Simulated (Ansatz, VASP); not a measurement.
**SiC3 in VASP and in Ansatz**

```
C Si
1.0
     2.79640    0.00000    0.00000
     0.00000    2.79640    0.00000
     0.00000    0.00000    4.09004
C Si
3 1
Cartesian
  1.3982 0.0000 3.2159
  1.3982 1.3982 0.0000
  0.0000 1.3982 0.8742
  0.0000 0.0000 2.0450
```

The cell was built by a generator and needn't be a form met in nature.

Alike in both runs: task single point; functional PBE; k mesh 6 × 6 × 4; no spin polarisation.

|  | VASP | Ansatz |
| --- | --- | --- |
| version | VASP 6.6.1 | Ansatz 0.2.0 |
| potentials or method | VASP PAW PBE potentials, release 64 (C, Si) | plane waves, PAW |
| plane-wave cutoff (eV) | 520 | 420 |
| occupations | gaussian, width 0.01 eV | fixed |
| valence electrons in the cell | 16 | 16 |

```csv
,VASP,Ansatz,Ansatz less VASP
gap on the k mesh at the Fermi level (eV),1.64,1.64,+0.004
pressure (GPa),3.3,3.3,-0.03
largest component of the traceless stress (GPa),0.50,0.57,+0.074
rms of the force components (eV/Å),0.130,0.137,+0.0072
```

Atom by atom the forces differ by 0.007 eV/Å (rms over components).

A k mesh can miss the band edges.
